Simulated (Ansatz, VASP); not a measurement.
# Al in VASP and in Ansatz

INCAR

```
SYSTEM = Al
PREC = Accurate
ENCUT = 520
EDIFF = 1E-7
ISMEAR = -1
SIGMA = 0.08
LREAL = .FALSE.
LASPH = .TRUE.
NELM = 100
ALGO = Normal
ISIF = 2
LWAVE = .FALSE.
LCHARG = .FALSE.
GGA = PE
NBANDS = 8
```

The input KPOINTS:

```
Automatic mesh
0
G
  16 16 16
  0 0 0
```

Contents of POSCAR:

```
Al
1.0
    2.4843441322      0.0000000000      0.0000000000
    0.0000000000      2.4843441322      0.0000000000
    0.0000000000      0.0000000000      2.4843441322
Al
1
Direct
    0.0000000000      0.0000000000      0.0000000000
```

Input for Ansatz:

```yaml
crystal:
  lattice:
    - [2.4843441322, 0.0, 0.0]
    - [0.0, 2.4843441322, 0.0]
    - [0.0, 0.0, 2.4843441322]
  atoms:
    - { symbol: Al, position: [0.0, 0.0, 0.0] }
kpoints:
  mp_grid: { grid: [16, 16, 16] }
  band_path:
    path:
      - [0.0, 0.0, 0.0]
      - [0.0, 0.5, 0.0]
      - [0.5, 0.5, 0.0]
      - [0.0, 0.0, 0.0]
      - [0.5, 0.5, 0.5]
      - [0.0, 0.5, 0.0]
      - [0.5, 0.5, 0.5]
      - [0.5, 0.5, 0.0]
    npoints: 8
scf:
  occupations: { method: fermi_dirac, width: 0.08 }
hamiltonian:
  xc: pbe
  pseudopotentials: { kind: paw }
output:
  forces: true
  stress: true
  eigenvalues: true
  populations: true
  dos: { projected: true, de: 0.2, e_range: [-14, 8] }
```

Change from the starting cell: volume scaled by 0.76, PAW files.

Alike in both runs: task single point; functional PBE; k mesh 16 × 16 × 16; occupations fermi-dirac, width 0.08 eV; no spin polarisation.

|  | VASP | Ansatz |
| --- | --- | --- |
| version | VASP 6.6.1 | Ansatz 0.2.0 |
| potentials or method | VASP PAW PBE potentials, release 64 (Al) | PAW with Ansatz's default frozen-core files, scalar-relativistic |
| plane-wave cutoff (eV) | 520 | 420 |
| valence electrons in the cell | 3 | 3 |

Ansatz gave:

```
pressure (GPa) : 27.8
```

What did VASP give for the same quantities?

Pressure (GPa): 27.9.

Caveats: so large a pressure means that the cell lies far from this level's equilibrium, or that cutoff or potentials fall short (VASP).
